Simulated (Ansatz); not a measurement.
## fcc against bcc along the 5d metals

Level of theory: DFT, revPBE, plane waves (420 eV) with PAW, scalar-relativistic in Ansatz 0.2.0. (PAW data from PBE, frozen cores regenerated.)

Each structure is relaxed within its symmetry, in the lowest magnetic state of the tried starts. Differences under about 8 meV lie within the error of the k-point mesh.

```
element  E(fcc) − E(bcc) (meV/atom)  V(fcc) (Å³/atom)  V(bcc) (Å³/atom)       state of fcc       state of bcc
     Lu                         -86             30.18             30.75  spin not included  spin not included
     Hf                        -114             23.05             22.83  spin not included  spin not included
     Ta                         229             19.06             18.55  spin not included  spin not included
      W                         483             16.61             16.29  spin not included  spin not included
     Re                        -238             15.12             15.21  spin not included  spin not included
     Os                        -743             14.46             14.91  spin not included  spin not included
     Ir                        -631             14.63             15.20       non-magnetic  spin not included
     Pt                         -93             15.85             16.05  spin not included  spin not included
     Au                         -18             18.33             18.40  spin not included  spin not included
```
